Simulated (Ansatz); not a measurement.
# TiAl₃: a line through a two-coordinate scan

One line of a two-coordinate grid on TiAl3 (Pm-3m, No. 221; 8 atoms in the cell): amplitude of mode 4 (173 cm⁻¹) is varied, at amplitude of mode 18 (301 cm⁻¹) = −0.073 Å.

Computed with Ansatz 0.2.0 (DFT PBEsol, scalar-relativistic, plane waves, PAW, unless a step's input says otherwise).

6 further runs of the same task are left out: 6 set aside as unsound or not needed.

### Step 1. The structure to begin with

The structure is cubic, space group Pm-3m (No. 221). The conventional cell has a = 3.948 Å, b = 3.948 Å, c = 3.948 Å, α = 90.00°, β = 90.00°, γ = 90.00°. Ti (site symmetry m-3m) has 12 Al at 2.79 Å as nearest neighbours. Around Al (site symmetry 4/mmm) lie 4 Ti at 2.79 Å and 8 Al at 2.79 Å.

As a file:

```cif
data_structure
_symmetry_space_group_name_H-M 'P 1'
_symmetry_Int_Tables_number 1
_cell_length_a 3.9480
_cell_length_b 3.9480
_cell_length_c 3.9480
_cell_angle_alpha 90.000
_cell_angle_beta 90.000
_cell_angle_gamma 90.000
_cell_volume 61.53
loop_
_atom_site_label
_atom_site_type_symbol
_atom_site_fract_x
_atom_site_fract_y
_atom_site_fract_z
_atom_site_occupancy
Ti1 Ti 0.00000 0.00000 0.00000 1
Al1 Al 0.50000 0.50000 0.00000 1
Al2 Al 0.50000 0.00000 0.50000 1
Al3 Al 0.00000 0.50000 0.50000 1
```

It goes back to an entry of the Materials Project, which need not be the stable form.

It is the result of an earlier relaxation at this level (volume 15.38 Å³/atom; gap on the mesh: none (metal)).

### Step 2. Plan of the line

The energy is mapped over two normal modes frozen in (zone-centre modes of the cell shown, which folds in the wave vector (0, 1/2, 1/2) of the primitive cell).

First coordinate, amplitude of mode 4 (173 cm⁻¹), largest displacement: 11 values from −0.134 Å. Second coordinate, amplitude of mode 18 (301 cm⁻¹), largest displacement: 11 values from −0.183 Å.

Nothing else is relaxed (the cell and all other modes fixed). Energies count from the relaxed high-symmetry cell. Points are written as (first, second).

The modes come from a phonon run on the reference cell, made beforehand.

The patterns, per unit of each coordinate (Å):

| atom | x1 | y1 | z1 | x2 | y2 | z2 |
| --- | --- | --- | --- | --- | --- | --- |
| Ti1 | 0.000 | 1.000 | 0.000 | 0.000 | 0.000 | 0.000 |
| Ti2 | 0.000 | -1.000 | 0.000 | 0.000 | 0.000 | 0.000 |
| Al3 | 0.000 | 0.000 | 0.000 | 0.000 | 0.000 | 1.000 |
| Al4 | 0.000 | 0.000 | 0.000 | 0.000 | 0.000 | -1.000 |
| Al5 | 0.000 | 0.000 | 0.000 | 0.000 | 1.000 | 0.000 |
| Al6 | 0.000 | 0.000 | 0.000 | 0.000 | -1.000 | 0.000 |
| Al7 | 0.000 | 0.000 | 0.677 | 0.000 | 0.000 | 0.000 |
| Al8 | 0.000 | 0.000 | -0.677 | 0.000 | 0.000 | 0.000 |

### Step 3. Grid point (−0.134 Å, −0.073 Å)

The input, input.yaml:

```yaml
crystal:
  lattice:
    - [-3.9479576782, 0.0, 0.0]
    - [0.0, 3.9479576782, 3.9479576782]
    - [0.0, 3.9479576782, -3.9479576782]
  atoms:
    - { symbol: Ti, position: [0.0, -0.0169708, -0.0169708] }
    - { symbol: Ti, position: [0.0, 0.5169708, 0.5169708] }
    - { symbol: Al, position: [0.5, 0.7407293839, 0.7592706161] }
    - { symbol: Al, position: [0.5, 0.2592706161, 0.2407293839] }
    - { symbol: Al, position: [0.5, 0.7407293839, 0.2407293839] }
    - { symbol: Al, position: [0.5, 0.2592706161, 0.7592706161] }
    - { symbol: Al, position: [1.0, 0.4885024707, 0.0114975293] }
    - { symbol: Al, position: [1.0, 0.0114975293, 0.4885024707] }
basis:
  ecutwfc: 520.0
kpoints:
  mp_grid: { grid: [10, 8, 8] }
hamiltonian:
  xc: pbesol
  pseudopotentials: { kind: paw, azcp: { folder: soft_1 } }
scf:
  occupations: { method: gaussian, width: 0.15 }
output:
  forces: true
  stress: true
  eigenvalues: true
```

On the command line:

```sh
$ ansatz run input.yaml --threads 4 --pin off --max-ram 8192MiB --backend cpu --events-out ev --progress --plain --runs-dir out
```

Standard output (excerpt; [...] marks lines left out):

```text
Warning: <dir> the record states the generating functional pbe (its physics header spells it `PBE`), which answers neither for hamiltonian.xc's functional nor for the pbesol family's — results may be inconsistent (PPs are generated against a specific XC)
[...]
Warning: RAYON_NUM_THREADS=4 ignored (pool sized by the plan → 4); use --threads N
[...]
Pseudopotentials: kind: paw
Pseudopotential: Ti, paw, valence charge 12, recommended cutoff 420 eV (normal), <dir>
Pseudopotential: Al, paw, valence charge 3, recommended cutoff 420 eV (normal), <dir>
Functional definition: PBEsol
[...]
Crystal: 8 atoms, lattice volume = 123.069 Å³
Basis set: ecut = 520 eV, 3299 PW (Γ), exchange–correlation on 60×90×90 points (8 copies of the dense FFT grid, shifted against one another)
Bands: 29, of which v1, the nominal top of the filled ones, is band 21 counted from 1 (20 counted from 0)
Symmetry: 4 space group operations
Space group: Amm2 (ITA 38), of the structure as read, at distance tolerance 5.0e-5 Å
k-points: 126 of 640 (time reversal used)
[...]
SCF iter   1: F=—  HF=-8098.692065 eV  |F-HF|=—  |Δ(HF+E_count)|=         —  Δρ=3.12e-2  dr2=1.62e0  ethr=3.10e-3  ⟨swp⟩=6.3  Hψ=16314  notcnv=0
[...]
SCF iter   7: F=-8097.929885 eV  HF=-8097.929885 eV  |F-HF|=7.29e-9  |Δ(HF+E_count)|=   4.16e-8  Δρ=3.20e-6  dr2=8.44e-9  ethr=2.38e-10  ⟨swp⟩=9.8  Hψ=14166  notcnv=0
[...]
SCF converged after 7 iterations
Free energy (F): -8097.929885 eV
[...]
E sigma→0 (E₀):  -8097.903390 eV
Entropy (-TS):   -0.052990 eV (-6.624 meV/atom)
Fermi energy:    10.395729 eV
[...]
--- Forces (eV/Å), atoms counted from 1 ---
  atom   1  Ti     0.00000000     0.68429278     0.03813517
  atom   2  Ti     0.00000000    -0.68429278     0.03813517
  atom   3  Al     0.00000000     0.00000000     0.61331232
  atom   4  Al     0.00000000     0.00000000    -0.71351228
  atom   5  Al     0.00000000     0.65860824    -0.01779688
  atom   6  Al    -0.00000000    -0.65860824    -0.01779688
  atom   7  Al     0.00000000     0.00000000     0.25886336
  atom   8  Al     0.00000000     0.00000000    -0.19936065
[...]
--- Stress (GPa, compression-positive) ---
        0.496245       0.000000       0.000000
        0.000000       1.768369       0.000000
        0.000000       0.000000       0.190218
  P = ⅓ Tr σ = 0.8183 GPa (8.183 kbar)
--- Band table (eV; the first three rows and the last of 126) ---
[...]
```

Wall time 15 s (4 threads of Arm Neoverse V1, shared host); peak memory 0.75 GiB.

On the map this point reads 0.21 eV.

### Step 4. Point (−0.107 Å, −0.073 Å)

input.yaml: that of step 3 with these lines changed.

```diff
@@ -6,4 +6,4 @@
   atoms:
-    - { symbol: Ti, position: [0.0, -0.0169708, -0.0169708] }
-    - { symbol: Ti, position: [0.0, 0.5169708, 0.5169708] }
+    - { symbol: Ti, position: [0.0, -0.01357664, -0.01357664] }
+    - { symbol: Ti, position: [0.0, 0.51357664, 0.51357664] }
     - { symbol: Al, position: [0.5, 0.7407293839, 0.7592706161] }
@@ -12,4 +12,4 @@
     - { symbol: Al, position: [0.5, 0.2592706161, 0.7592706161] }
-    - { symbol: Al, position: [1.0, 0.4885024707, 0.0114975293] }
-    - { symbol: Al, position: [1.0, 0.0114975293, 0.4885024707] }
+    - { symbol: Al, position: [1.0, 0.4908019765, 0.0091980235] }
+    - { symbol: Al, position: [1.0, 0.0091980235, 0.4908019765] }
 basis:
```

On the command line:

```sh
$ ansatz run input.yaml --threads 4 --pin off --max-ram 8192MiB --backend cpu --events-out ev --progress --plain --runs-dir out
```

Standard output (excerpt; [...] marks lines left out):

```text
Warning: <dir> the record states the generating functional pbe (its physics header spells it `PBE`), which answers neither for hamiltonian.xc's functional nor for the pbesol family's — results may be inconsistent (PPs are generated against a specific XC)
[...]
Warning: RAYON_NUM_THREADS=4 ignored (pool sized by the plan → 4); use --threads N
[...]
[... 4 set-up lines as earlier in the session ...]
[...]
Crystal: 8 atoms, lattice volume = 123.069 Å³
Basis set: ecut = 520 eV, 3299 PW (Γ), exchange–correlation on 60×90×90 points (8 copies of the dense FFT grid, shifted against one another)
Bands: 29, of which v1, the nominal top of the filled ones, is band 21 counted from 1 (20 counted from 0)
[... 2 set-up lines as earlier in the session ...]
k-points: 126 of 640 (time reversal used)
[...]
SCF iter   7: F=-8097.970852 eV  HF=-8097.970852 eV  |F-HF|=9.54e-9  |Δ(HF+E_count)|=   3.51e-8  Δρ=3.19e-6  dr2=1.15e-8  ethr=2.38e-10  ⟨swp⟩=9.8  Hψ=14273  notcnv=0
[...]
SCF converged after 7 iterations
Free energy (F): -8097.970852 eV
[...]
E sigma→0 (E₀):  -8097.944513 eV
Entropy (-TS):   -0.052678 eV (-6.585 meV/atom)
Fermi energy:    10.405634 eV
[...]
--- Forces (eV/Å), atoms counted from 1 ---
  atom   1  Ti     0.00000000     0.55463896     0.02946600
  atom   2  Ti     0.00000000    -0.55463896     0.02946600
  atom   3  Al     0.00000000     0.00000000     0.62142056
  atom   4  Al     0.00000000     0.00000000    -0.70077320
  atom   5  Al     0.00000000     0.65789533    -0.01364628
  atom   6  Al     0.00000000    -0.65789533    -0.01364628
  atom   7  Al     0.00000000     0.00000000     0.21961884
  atom   8  Al     0.00000000     0.00000000    -0.17192037
[...]
--- Stress (GPa, compression-positive) ---
        0.351051       0.000000       0.000000
        0.000000       1.342869       0.000000
        0.000000       0.000000       0.326023
  P = ⅓ Tr σ = 0.6733 GPa (6.733 kbar)
--- Band table (eV; the first three rows and the last of 126) ---
[...]
```

Wall time 15 s (4 threads of Arm Neoverse V1, shared host); peak memory 0.75 GiB.

Energy on the map's scale: 0.17 eV.

### Step 5. Point (−0.080 Å, −0.073 Å)

input.yaml: that of step 4 with these lines changed.

```diff
@@ -6,4 +6,4 @@
   atoms:
-    - { symbol: Ti, position: [0.0, -0.01357664, -0.01357664] }
-    - { symbol: Ti, position: [0.0, 0.51357664, 0.51357664] }
+    - { symbol: Ti, position: [0.0, -0.01018248, -0.01018248] }
+    - { symbol: Ti, position: [0.0, 0.51018248, 0.51018248] }
     - { symbol: Al, position: [0.5, 0.7407293839, 0.7592706161] }
@@ -12,4 +12,4 @@
     - { symbol: Al, position: [0.5, 0.2592706161, 0.7592706161] }
-    - { symbol: Al, position: [1.0, 0.4908019765, 0.0091980235] }
-    - { symbol: Al, position: [1.0, 0.0091980235, 0.4908019765] }
+    - { symbol: Al, position: [1.0, 0.4931014824, 0.0068985176] }
+    - { symbol: Al, position: [1.0, 0.0068985176, 0.4931014824] }
 basis:
```

On the command line:

```sh
$ ansatz run input.yaml --threads 4 --pin off --max-ram 8192MiB --backend cpu --events-out ev --progress --plain --runs-dir out
```

Standard output (excerpt; [...] marks lines left out):

```text
Warning: <dir> the record states the generating functional pbe (its physics header spells it `PBE`), which answers neither for hamiltonian.xc's functional nor for the pbesol family's — results may be inconsistent (PPs are generated against a specific XC)
[...]
Warning: RAYON_NUM_THREADS=4 ignored (pool sized by the plan → 4); use --threads N
[...]
[... 4 set-up lines as earlier in the session ...]
[...]
Crystal: 8 atoms, lattice volume = 123.069 Å³
Basis set: ecut = 520 eV, 3299 PW (Γ), exchange–correlation on 60×90×90 points (8 copies of the dense FFT grid, shifted against one another)
Bands: 29, of which v1, the nominal top of the filled ones, is band 21 counted from 1 (20 counted from 0)
[... 2 set-up lines as earlier in the session ...]
k-points: 126 of 640 (time reversal used)
[...]
SCF iter   7: F=-8098.003376 eV  HF=-8098.003376 eV  |F-HF|=1.22e-8  |Δ(HF+E_count)|=   3.23e-8  Δρ=3.30e-6  dr2=1.50e-8  ethr=2.38e-10  ⟨swp⟩=9.8  Hψ=14648  notcnv=0
[...]
SCF converged after 7 iterations
Free energy (F): -8098.003376 eV
[...]
E sigma→0 (E₀):  -8097.977227 eV
Entropy (-TS):   -0.052298 eV (-6.537 meV/atom)
Fermi energy:    10.413285 eV
[...]
--- Forces (eV/Å), atoms counted from 1 ---
  atom   1  Ti     0.00000000     0.42031003     0.02149409
  atom   2  Ti     0.00000000    -0.42031003     0.02149409
  atom   3  Al     0.00000000     0.00000000     0.62962859
  atom   4  Al     0.00000000     0.00000000    -0.68871280
  atom   5  Al     0.00000000     0.65731821    -0.00986738
  atom   6  Al     0.00000000    -0.65731821    -0.00986738
  atom   7  Al     0.00000000     0.00000000     0.17210097
  atom   8  Al     0.00000000     0.00000000    -0.13628124
[...]
--- Stress (GPa, compression-positive) ---
        0.244620       0.000000       0.000000
        0.000000       1.003382       0.000000
        0.000000       0.000000       0.427673
  P = ⅓ Tr σ = 0.5586 GPa (5.586 kbar)
--- Band table (eV; the first three rows and the last of 126) ---
[...]
```

Run time: 16 s. Hardware: 4 threads of Arm Neoverse V1, shared host; peak memory 0.75 GiB.

That is 0.14 eV from the zero.

### Step 6. Changed: accuracy high, ecutwfc left out

input.yaml: that of step 5 with these lines changed.

```diff
@@ -14,4 +14,2 @@
     - { symbol: Al, position: [1.0, 0.0068985176, 0.4931014824] }
-basis:
-  ecutwfc: 520.0
 kpoints:
@@ -25,3 +23,4 @@
   forces: true
+  eigenvalues: true
   stress: true
-  eigenvalues: true
+accuracy: high
```

On the command line:

```sh
$ ansatz run input.yaml --threads 4 --pin off --max-ram 8192MiB --backend cpu --events-out ev --progress --plain --runs-dir out
```

Standard output (excerpt; [...] marks lines left out):

```text
Warning: <dir> the record states the generating functional pbe (its physics header spells it `PBE`), which answers neither for hamiltonian.xc's functional nor for the pbesol family's — results may be inconsistent (PPs are generated against a specific XC)
[...]
Warning: RAYON_NUM_THREADS=4 ignored (pool sized by the plan → 4); use --threads N
[...]
[... 4 set-up lines as earlier in the session ...]
[...]
Crystal: 8 atoms, lattice volume = 123.069 Å³
Basis set: ecut = 420 eV, 2441 PW (Γ), exchange–correlation on 64×90×90 points (8 copies of the dense FFT grid, shifted against one another)
Bands: 29, of which v1, the nominal top of the filled ones, is band 21 counted from 1 (20 counted from 0)
[... 2 set-up lines as earlier in the session ...]
k-points: 126 of 640 (time reversal used)
[...]
SCF iter   9: F=-8097.999473 eV  HF=-8097.999473 eV  |F-HF|=2.27e-11  |Δ(HF+E_count)|=  7.91e-11  Δρ=1.60e-7  dr2=3.27e-11  ethr=1.00e-12  ⟨swp⟩=4.0  Hψ=10926  notcnv=0
[...]
SCF converged after 9 iterations
Free energy (F): -8097.999473 eV
[...]
E sigma→0 (E₀):  -8097.973325 eV
Entropy (-TS):   -0.052296 eV (-6.537 meV/atom)
Fermi energy:    10.413415 eV
[...]
--- Forces (eV/Å), atoms counted from 1 ---
  atom   1  Ti     0.00000000     0.42064196     0.02153492
  atom   2  Ti     0.00000000    -0.42064196     0.02153492
  atom   3  Al     0.00000000     0.00000000     0.62955091
  atom   4  Al     0.00000000     0.00000000    -0.68862960
  atom   5  Al     0.00000000     0.65723699    -0.00988892
  atom   6  Al     0.00000000    -0.65723699    -0.00988892
  atom   7  Al     0.00000000     0.00000000     0.17206503
  atom   8  Al     0.00000000     0.00000000    -0.13627893
[...]
--- Stress (GPa, compression-positive) ---
        0.246775       0.000000       0.000000
        0.000000       1.005168       0.000000
        0.000000       0.000000       0.429699
  P = ⅓ Tr σ = 0.5605 GPa (5.605 kbar)
--- Band table (eV; the first three rows and the last of 126) ---
[...]
```

It took 14 s on 4 threads of Arm Neoverse V1, shared host; peak memory 0.63 GiB.

| run | ending | energy change | pressure (GPa) | gap (eV) | force (eV/Å) | cycles | time |
| --- | --- | --- | --- | --- | --- | --- | --- |
| step 5 | converged | 0 | 0.6 | 0.00 | 0.69 | 7 | 16 s |
| variant | converged | +0.5 meV/atom | 0.6 | 0.00 | 0.69 | 9 | 14 s |

Changing the accuracy level and cutoff hardly moves the energy: +0.5 meV/atom.

### Step 7. Point (−0.054 Å, −0.073 Å)

input.yaml: that of step 5 with these lines changed.

```diff
@@ -6,4 +6,4 @@
   atoms:
-    - { symbol: Ti, position: [0.0, -0.01018248, -0.01018248] }
-    - { symbol: Ti, position: [0.0, 0.51018248, 0.51018248] }
+    - { symbol: Ti, position: [0.0, -0.00678832, -0.00678832] }
+    - { symbol: Ti, position: [0.0, 0.50678832, 0.50678832] }
     - { symbol: Al, position: [0.5, 0.7407293839, 0.7592706161] }
@@ -12,4 +12,4 @@
     - { symbol: Al, position: [0.5, 0.2592706161, 0.7592706161] }
-    - { symbol: Al, position: [1.0, 0.4931014824, 0.0068985176] }
-    - { symbol: Al, position: [1.0, 0.0068985176, 0.4931014824] }
+    - { symbol: Al, position: [1.0, 0.4954009883, 0.0045990117] }
+    - { symbol: Al, position: [1.0, 0.0045990117, 0.4954009883] }
 basis:
```

On the command line:

```sh
$ ansatz run input.yaml --threads 4 --pin off --max-ram 8192MiB --backend cpu --events-out ev --progress --plain --runs-dir out
```

Standard output (excerpt; [...] marks lines left out):

```text
Warning: <dir> the record states the generating functional pbe (its physics header spells it `PBE`), which answers neither for hamiltonian.xc's functional nor for the pbesol family's — results may be inconsistent (PPs are generated against a specific XC)
[...]
Warning: RAYON_NUM_THREADS=4 ignored (pool sized by the plan → 4); use --threads N
[...]
[... 4 set-up lines as earlier in the session ...]
[...]
Crystal: 8 atoms, lattice volume = 123.069 Å³
Basis set: ecut = 520 eV, 3299 PW (Γ), exchange–correlation on 60×90×90 points (8 copies of the dense FFT grid, shifted against one another)
Bands: 29, of which v1, the nominal top of the filled ones, is band 21 counted from 1 (20 counted from 0)
[... 2 set-up lines as earlier in the session ...]
k-points: 126 of 640 (time reversal used)
[...]
SCF iter   7: F=-8098.026965 eV  HF=-8098.026965 eV  |F-HF|=1.44e-8  |Δ(HF+E_count)|=   3.28e-8  Δρ=3.39e-6  dr2=1.78e-8  ethr=2.38e-10  ⟨swp⟩=9.7  Hψ=14795  notcnv=0
[...]
SCF converged after 7 iterations
Free energy (F): -8098.026965 eV
[...]
E sigma→0 (E₀):  -8098.000968 eV
Entropy (-TS):   -0.051994 eV (-6.499 meV/atom)
Fermi energy:    10.418725 eV
[...]
--- Forces (eV/Å), atoms counted from 1 ---
  atom   1  Ti     0.00000000     0.28229077     0.01405002
  atom   2  Ti     0.00000000    -0.28229077     0.01405002
  atom   3  Al     0.00000000     0.00000000     0.63810705
  atom   4  Al     0.00000000     0.00000000    -0.67730853
  atom   5  Al     0.00000000     0.65687110    -0.00639590
  atom   6  Al     0.00000000    -0.65687110    -0.00639590
  atom   7  Al     0.00000000     0.00000000     0.11824258
  atom   8  Al     0.00000000     0.00000000    -0.09435676
[...]
--- Stress (GPa, compression-positive) ---
        0.172095       0.000000       0.000000
        0.000000       0.756177       0.000000
        0.000000       0.000000       0.498585
  P = ⅓ Tr σ = 0.4756 GPa (4.756 kbar)
--- Band table (eV; the first three rows and the last of 126) ---
[...]
```

It took 16 s on 4 threads of Arm Neoverse V1, shared host; peak memory 0.75 GiB.

That is 0.12 eV from the zero.

[end of part 1 of 2]
